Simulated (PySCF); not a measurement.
Molecule: `InChI=1S/C8H6/c1-2-8-6-4-3-5-7-8/h1,3-7H`.

Geometry (Å), atoms numbered from 1 in this order:
```xyz
14

C     2.207    1.886    1.640
C     1.413    1.208    1.047
C     0.476    0.407    0.350
C    -0.045    0.837   -0.870
C    -0.958    0.050   -1.545
C    -1.361   -1.165   -1.014
C    -0.848   -1.594    0.200
C     0.068   -0.816    0.882
H     2.901    2.478    2.158
H     0.271    1.786   -1.279
H    -1.358    0.385   -2.491
H    -2.076   -1.777   -1.544
H    -1.163   -2.540    0.616
H     0.473   -1.146    1.828
```

Frames of a GFN2-xTB Langevin trajectory at 300 K; GIAO PBE0/pcSseg-1 shieldings in PySCF 2.14, gas phase, non-relativistic; equivalent atoms averaged within each frame.

Scale: $^{13}$C (186.93 ppm) and $^{1}$H (31.72 ppm) against TMS (reference shieldings calculated alike). The references are static minima.

Q: How do the shifts (ppm) fluctuate along the trajectory?

A: 
| time (fs) | C4/C8 | C6 | C3 | C5/C7 | C2 | C1 | H10/H14 | H12 | H11/H13 | H9 |
| --- | --- | --- | --- | --- | --- | --- | --- | --- | --- | --- |
| optimised geometry | 139.6 | 134.0 | 126.9 | 133.8 | 89.2 | 87.4 | 7.90 | 7.61 | 7.63 | 2.81 |
| 250 | 143.0 | 137.4 | 134.9 | 130.8 | 89.8 | 89.5 | 8.35 | 8.20 | 7.44 | 3.94 |
| 425 | 140.1 | 137.6 | 132.9 | 133.9 | 93.1 | 91.7 | 8.02 | 7.99 | 7.85 | 2.72 |
| 625 | 138.7 | 128.3 | 132.1 | 130.3 | 92.5 | 93.3 | 7.64 | 8.40 | 7.32 | 2.92 |
| 800 | 145.9 | 135.6 | 137.7 | 132.4 | 88.9 | 92.2 | 8.02 | 7.80 | 7.63 | 3.98 |
| 1000 | 137.9 | 140.5 | 125.4 | 135.7 | 96.6 | 89.9 | 7.35 | 7.90 | 7.89 | 3.08 |
| mean of frames | 141.1 | 135.9 | 132.6 | 132.6 | 92.2 | 91.3 | 7.88 | 8.06 | 7.62 | 3.33 |
| standard deviation | 3.3 | 4.6 | 4.6 | 2.2 | 3.0 | 1.6 | 0.39 | 0.24 | 0.25 | 0.59 |

5 frames give an uncertainty of the mean of about the standard deviation over 2.2 at best, since frames this close in time may not be independent; classical motion lacks zero-point vibration, and the reference would need the same averaging.
